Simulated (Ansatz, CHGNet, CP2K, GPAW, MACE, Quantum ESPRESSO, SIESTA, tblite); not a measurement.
## Running twisted 2H-MoSe2/1T-TaS2 bilayer, 21.79° (42 atoms) with tblite

Aim: run twisted 2H-MoSe2/1T-TaS2 bilayer, 21.79° (42 atoms) in tblite and see how near its forces come to a plane-wave reference, and at what cost.

Method: the method is named at each step, in tblite 0.8.0.

## 1. The starting structure

The cell holds 42 atoms: 7 Mo, 14 Se, 7 Ta and 14 S. Cell: a = 8.797 Å, b = 8.797 Å, c = 21.570 Å, α = 90.0°, β = 90.0°, γ = 120.0°. 2H-MoSe2 (a = 3.29 Å) under 1T-TaS2 (a = 3.36 Å), bilayer, commensurate cell of 7 unit cells a layer, twist 21.79 deg, both strained to the mean lattice constant; facing planes 3.17 Å apart; 12 Å of vacuum; layers as built, displaced by a Gaussian of 0.01 Å. Then every atom was moved at random, 0.03 Å r.m.s. a Cartesian component. Regions: layer 1, 21 atoms (7 Mo and 14 Se); layer 2, 21 atoms (7 Ta and 14 S). Vacuum lies along c.

The yardstick, on the same geometry:

| Item | Value |
| --- | --- |
| method | Kohn-Sham DFT, PBE, PAW, plane waves (Ansatz 0.2.0); cutoff 420 eV, Γ point, fermi-dirac smearing of 0.05 eV; PAW set soft_2 |
| r.m.s. force component | 0.4461 eV/Å |
| longest force | 1.448 eV/Å |
| SCF cycles | 26 |
| time | 13 s on 8 threads of Arm Neoverse V2, shared host |
| CPU time | 93 s |

## 2. GFN1-xTB

Method: GFN1-xTB tight binding, diagonalisation.

run.py reads:

```python
import numpy as np
from ase.io import read
from tblite.ase import TBLite

atoms = read("structure.xyz")
atoms.calc = TBLite(method="GFN1-xTB", electronic_temperature=580, accuracy=1.0, max_iterations=250, mixer_damping=0.1, verbosity=1)
energy = atoms.get_potential_energy()
forces = atoms.get_forces()
print(f"energy {energy:.6f} eV")
print("forces (eV/A)")
for i, (a, f) in enumerate(zip(atoms, forces)):
    print(f"{i:4d} {a.symbol:2s} {f[0]:10.5f} {f[1]:10.5f} {f[2]:10.5f}")
print("charges (e)")
print(np.array2string(atoms.get_charges(), precision=4, suppress_small=True, max_line_width=110, threshold=100000))
```

structure.xyz reads:

```xyz
42
Lattice="8.79710 0.00000 0.00000 -4.39855 7.61851 0.00000 0.00000 0.00000 21.57000" Properties=species:S:1:pos:R:3 pbc="T T T"
Mo 0.63449 1.78144 7.67590
Se 1.88451 0.43288 9.32061
Se 1.94200 0.40523 6.00509
Mo 0.02973 5.03233 7.69747
Se 1.25878 3.68142 9.32989
Se 1.24083 3.63631 6.02709
Mo 3.77602 0.73541 7.70071
Se 0.64175 6.87052 9.36246
Se 0.62886 6.88355 6.04672
Mo 3.20887 4.00558 7.66080
Se 4.44654 2.51723 9.34110
Se 4.42965 2.53445 6.01350
Mo 2.47528 7.28947 7.69510
Se 3.73556 5.87380 9.42264
Se 3.76903 5.87143 5.99797
Mo 6.25447 2.95492 7.69337
Se 7.52513 1.45163 9.32665
Se 7.47278 1.43670 6.03054
Mo -3.10912 6.19621 7.65713
Se -1.85979 4.72165 9.32277
Se -1.88086 4.70390 6.03982
Ta -1.91847 5.41082 14.06062
S -0.62657 6.84592 15.58713
S 0.01399 5.05869 12.50866
Ta 4.38615 7.58484 14.02611
S 1.32801 1.43335 15.60137
S -2.53022 7.28391 12.51729
Ta 0.65349 3.25699 14.05221
S 1.92054 4.76286 15.56750
S 2.50986 2.91096 12.54921
Ta 1.25834 6.51596 14.05738
S 6.85857 0.37453 15.57634
S 3.12126 6.17137 12.53735
Ta 3.14312 1.08975 14.07744
S 4.39059 2.54344 15.56038
S 5.03854 0.69725 12.56517
Ta 3.74906 4.37790 14.09405
S 4.99354 5.83921 15.56383
S 5.63182 4.07773 12.47738
Ta 6.28817 2.19703 14.03409
S -1.27800 3.64630 15.55434
S -0.61496 1.82852 12.53519
```

On the command line:

```sh
OMP_NUM_THREADS=1 python run.py > output.txt
```

The program printed:

```text
------------------------------------------------------------
  cycle        total energy    energy error   density error
------------------------------------------------------------
      1     -112.1144956362  -1.1208727E+02   7.7179364E-01
      2      172.4324522441   2.8454695E+02   1.5726704E+00
      3     -111.9682393015  -2.8440069E+02   6.4073002E-01
      4     -129.2281216700  -1.7259882E+01   4.9539455E-01
      5     -129.2314018391  -3.2801692E-03   4.6129452E-01
      6      303.8539043680   4.3308531E+02   1.6922344E+00
      7     -128.3524921893  -4.3220640E+02   2.3902754E-01
      8     -124.9643083482   3.3881838E+00   2.2634271E-01
      9     -129.2965680551  -4.3322597E+00   1.5028525E-01
     10     -129.5097357535  -2.1316770E-01   8.2739759E-02
     11     -129.5815410831  -7.1805330E-02   2.4267389E-02
     12     -129.5985519080  -1.7010825E-02   2.5005581E-02
     13     -129.6072680783  -8.7161703E-03   2.6355193E-02
     14     -129.6149183359  -7.6502576E-03   1.7903706E-02
     15     -129.6175501957  -2.6318597E-03   1.1868119E-02
     16     -129.6183974869  -8.4729124E-04   8.2335565E-03
     17     -129.6188334858  -4.3599889E-04   7.6628518E-03
     18     -129.6190247909  -1.9130513E-04   7.5050271E-03
     19     -129.6200773844  -1.0525934E-03   6.6015726E-03
     20     -129.6207342026  -6.5681818E-04   5.9924144E-03
     21     -129.6213241521  -5.8994953E-04   5.3249822E-03
     22     -129.6215782726  -2.5412053E-04   5.0224507E-03
     23     -129.6217572437  -1.7897102E-04   4.7824418E-03
     24     -129.6224168055  -6.5956189E-04   3.7108086E-03
[...]
28     -129.6233345013   1.8777032E-05   7.2808158E-04
     29     -129.6233611956  -2.6694304E-05   3.9183233E-04
     30     -129.6233662531  -5.0575271E-06   2.5219771E-04
     31     -129.6233716379  -5.3848433E-06   8.5938639E-05
     32     -129.6233710601   5.7788790E-07   1.0400286E-04
     33     -129.6233719519  -8.9184007E-07   5.5616117E-05
     34     -129.6233719663  -1.4450166E-08   4.2863383E-05
     35     -129.6233721457  -1.7938609E-07   1.0280722E-05
------------------------------------------------------------
 total:                                   1.781 sec
energy -3527.231617 eV
forces (eV/A)
   0 Mo   -0.28758    0.86683   -0.25889
   1 Se    0.10435   -0.58713    0.99338
   2 Se   -0.18125   -0.20660   -0.50875
   3 Mo   -0.70302    0.98500   -0.33305
   4 Se    0.55245   -0.71578    0.70485
   5 Se    0.43389   -0.31303   -0.48925
   6 Mo    0.21523   -0.01406   -0.19267
   7 Se   -0.24718    0.03283    0.53430
   8 Se   -0.16439   -0.09698   -0.48991
   9 Mo   -0.62312    0.13932    0.53064
  10 Se   -0.39547    0.25555    0.84102
  11 Se   -0.13465   -0.01261   -0.50796
  12 Mo    0.48188   -0.65253    0.11514
  13 Se    0.30293   -0.19969   -0.23105
  14 Se   -0.00283   -0.08488   -0.16314
  15 Mo    0.53371   -0.78066   -0.13021
  16 Se    0.02995    0.32040    0.72372
  17 Se    0.26778    0.35242   -0.41249
  18 Mo   -0.30990    0.25717    0.62747
  19 Se   -0.10475    0.23556    0.89209
  20 Se    0.22631    0.22703   -0.73744
  21 Ta   -0.35967   -0.95084   -0.38351
  22 S     0.08644    0.25602   -0.29202
  23 S    -0.30430    0.27188    0.17790
[...]
34 S     0.11307   -0.07330   -0.12531
  35 S    -0.08807    0.13974   -0.07064
  36 Ta    0.10830    0.20381   -0.60695
  37 S     0.34698    0.12329    0.27893
  38 S     0.04664   -0.25893   -0.09554
  39 Ta    0.19782    0.52881   -0.25655
  40 S     0.10916   -0.16534    0.47549
  41 S    -0.19420    0.07956   -0.08286
charges (e)
[-0.0426  0.0312  0.0178 -0.0261  0.0281  0.0137 -0.0422  0.0268  0.0141 -0.047   0.0267  0.0179 -0.0241
  0.0249  0.0152 -0.0303  0.0271  0.0134 -0.0485  0.0274  0.0151  0.6406 -0.328  -0.3416  0.615  -0.3206
 -0.3379  0.6161 -0.3118 -0.3355  0.7034 -0.3189 -0.3243  0.6975 -0.3175 -0.3492  0.6139 -0.2989 -0.3396
  0.6428 -0.3152 -0.3293]
```

Run time: 2.2 s. Hardware: 1 thread of Arm Neoverse V2, shared host; peak memory 0.13 GiB.

Banners, paths, timers and routine set-up lines are dropped from the logs unmarked, and long logs keep their key lines alone; longer cuts are marked.

Compared with the plane-wave run:

| Quantity | Value |
| --- | --- |
| r.m.s. force component | 0.3842 eV/Å |
| r.m.s. difference of force components | 263.8 meV/Å |
| longest difference of force vectors | 1041 meV/Å |
| force difference over r.m.s. force | 59.14 % |
| slope of forces against the reference's | 0.696 |
| correlation of force components | 0.8081 |

Length of the force difference by element (eV/Å):

| element | atoms | mean | most |
| --- | --- | --- | --- |
| Mo | 7 | 0.20 | 0.31 |
| S | 14 | 0.47 | 0.77 |
| Se | 14 | 0.50 | 1.0 |
| Ta | 7 | 0.28 | 0.51 |

The surroundings of Ta31, whose charge lies farthest from its element's mean, nearest first, numbered as they follow in the input and with coordinates relative to it.

| atom | x | y | z | distance (Å) | bonds | Mulliken charge (e) | Fx | Fy | Fz (eV/Å) |
| --- | --- | --- | --- | --- | --- | --- | --- | --- | --- |
| Ta31 | 0.00 | 0.00 | 0.00 | 0.00 | 6 | 0.70 | 0.42 | 0.28 | -0.11 |
| S29 | 0.66 | -1.75 | 1.51 | 2.41 | 3 | -0.31 | -0.47 | -0.26 | 0.44 |
| S36 | -0.62 | 1.80 | -1.49 | 2.42 | 3 | -0.35 | -0.09 | 0.14 | -0.07 |
| S33 | 1.86 | -0.34 | -1.52 | 2.43 | 3 | -0.32 | 0.01 | -0.04 | -0.52 |
| S32 | 1.20 | 1.48 | 1.52 | 2.44 | 3 | -0.32 | 0.25 | 0.13 | -0.15 |
| S23 | -1.88 | 0.33 | 1.53 | 2.45 | 3 | -0.33 | 0.09 | 0.26 | -0.29 |
| S24 | -1.24 | -1.46 | -1.55 | 2.46 | 3 | -0.34 | -0.30 | 0.27 | 0.18 |
| Ta37 | 2.49 | -2.14 | 0.04 | 3.28 | 6 | 0.61 | 0.11 | 0.20 | -0.61 |
| Ta25 | 3.13 | 1.07 | -0.03 | 3.31 | 6 | 0.61 | 0.02 | -0.15 | 0.18 |
| Ta28 | -0.60 | -3.26 | -0.01 | 3.31 | 6 | 0.62 | 0.22 | -0.24 | 0.08 |
| Ta34 | -2.51 | 2.19 | 0.02 | 3.34 | 6 | 0.70 | -0.61 | -0.07 | -0.22 |
| Ta40 | 0.63 | 3.30 | -0.02 | 3.36 | 6 | 0.64 | 0.20 | 0.53 | -0.26 |
| Ta22 | -3.18 | -1.11 | 0.00 | 3.36 | 6 | 0.64 | -0.36 | -0.95 | -0.38 |

Atoms are counted from 1 here, from 0 in the log.

Forces lie 59 % from the reference's, at 0.024 times its CPU time (on 1 against 8 cores).

## 3. What came out

| Item | Value |
| --- | --- |
| force difference from the reference | tblite GFN1-xTB, 59 % |
| its CPU time | 2.2 s |

**Reading.** Tight binding differs by 59 % (tblite GFN1-xTB); it is another model, with fitted parameters of its own, and the xTB methods hold dispersion. One electronic-structure run takes under half the reference's CPU time: tblite GFN1-xTB, at 59 % in 2.2 s against 93 s. Periodic xTB results under one method name differ between programs and library versions. The electron count is odd in Ansatz plane waves (reference), and they have no spin polarisation, so the unpaired electron is spread evenly over both spins. The reference's PBE has no dispersion term, which matters for the binding between molecules or layers. The electron count is odd and the run has no spin polarisation, so levels at the top are partly filled by construction. The electronic-structure runs sample only Γ, in a cell whose shortest periodic width is 8 Å, which is coarse for a cell with partly filled levels. Spin–orbit coupling is left out, which matters for the levels of the heavy elements.

[Also dropped from logs without a mark: logging warnings of Python, and SIESTA's first energy breakdown and zero terms.]

[Logs are printed without paths, hosts, clocks, repeated set-up lines and the standing remarks that a program may print on its own settings, such as how far it seeks lower states.]

[Hosts, paths, dates, database ids (printed as entryN), source tags and the programs' standing remarks are cut or masked in the printed files.]
